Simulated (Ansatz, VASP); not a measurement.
**Two plane-wave programs on CdS**

```xyz
2
Lattice="0.0000 2.9392 2.9392 2.9392 0.0000 2.9392 2.9392 2.9392 0.0000" Properties=species:S:1:pos:R:3 pbc="T T T"
Cd    0.0000    0.0000    0.0000
S     1.4696    1.4696    1.4696
```

Alike in both runs: task single point; functional r2SCAN; k mesh 8 × 8 × 8; no spin polarisation.

|  | VASP | Ansatz |
| --- | --- | --- |
| version | VASP 6.6.1 | Ansatz 0.2.0 |
| potentials or method | VASP PAW PBE potentials, release 64 (Cd, S) | plane waves, PAW |
| plane-wave cutoff (eV) | 520 | 500 |
| occupations | gaussian, width 0.01 eV | fixed |
| valence electrons in the cell | 18 | 26 |

```tsv
	VASP	Ansatz	Ansatz less VASP
gap on the k mesh at the Fermi level (eV)	1.54	1.54	+0.004
pressure (GPa)	0.3	0.0	-0.31
```

The two sets of potentials don't hold the same shells in valence.

Caveats: the PAW data sets were made with another functional, which shifts forces and pressure a little (VASP). r2SCAN opens gaps a little over a GGA but as a rule still falls short of measured ones.
